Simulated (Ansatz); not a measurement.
Reaction (ligand exchange at a Cu–O bond): `CC(C)(C)[O][Cu]` + `C[Si](C)(C)O` → `C[Si](C)(C)[O][Cu]` + `CC(C)(C)O`

Computed with Ansatz on PBE0-D4/def2-TZVP structures; ΔE is electronic, products minus reactants. CBS: MP2 limit from def2 TZ/QZ plus the TZ coupled-cluster correction, frozen cores. DFT in def2-TZVPP. For Cu outer-core shells are correlated without core-valence functions, which leaves a few kJ/mol of doubt a bond. Scalar relativity is left out up to krypton. Each species was taken in one conformer, which may not be the lowest.

```csv
level,ΔE (kJ/mol)
BLYP-D4,-8.7
B2PLYP,-21.3
PBE-QIDH,-24.9
r2SCANh,-16.1
r2SCAN0,-20.3
CCSD(T)/def2-SVP,-28.3
MP2/def2-QZVPP,-27.3
SCS-MP2/def2-QZVPP,-29.9
```

Q: What does CCSD(T)/CBS give? (An estimate is asked.)

A: Computed: -23.9 kJ/mol. The listed levels differ from it by 15.2, 2.6, -1.0, 7.8, 3.6, -4.4, -3.4, -6.0 kJ/mol.

Largest T1 diagnostic among the species: 0.029, so the coupled-cluster value is less sure than usual.

In def2-TZVPP, CCSD(T) changes the Hartree–Fock value by +11.0 kJ/mol (the triples alone add +2.7 kJ/mol) and MP2 by +8.2 kJ/mol. From r2SCAN to r2SCAN0 (25 % exact exchange), in def2-TZVPP and without D4, ΔE moves by −7.5 kJ/mol.

CCSD(T)/CBS has its own doubt, a few kJ/mol and more with outer-core shells, so smaller differences from it don't rank the levels.
